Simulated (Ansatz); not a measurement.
WSe2 (P6_3/mmc)

Computed with DFT PBE+D3(BJ), scalar-relativistic, plane waves, PAW (Ansatz).

Plane waves to 420 eV, a k mesh through Γ of 12×12×2 on the computed 6-atom cell and Gaussian smearing (0.02 eV); no spin polarisation.

The structure is relaxed at this level of theory with its symmetry kept.

```
CELL_PARAMETERS angstrom
3.27904 0.00000 0.00000
-1.63952 2.83973 0.00000
0.00000 0.00000 12.79283
ATOMIC_POSITIONS crystal
W 0.66667 0.33333 0.25002
W 0.33333 0.66667 0.74998
Se 0.33333 0.66667 0.38168
Se 0.66667 0.33333 0.88164
Se 0.33333 0.66667 0.11836
Se 0.66667 0.33333 0.61832
```

```
Space group                                                : P6_3/mmc (No. 194)
Volume per atom                                            : 19.85 Å³
Kohn–Sham band gap                                         : 0.88 eV
Löwdin character of the top 1 eV of the valence band       : W 5d 61 %, Se 4p 34 %
Löwdin character of the lowest 1 eV of the conduction band : W 5d 64 %, Se 4p 28 %
Bader charges (e)                                          : W (2 in the cell) 1.07, Se (4 in the cell) -0.54
```

Spin-orbit coupling is left out, which matters for the bands of heavy elements.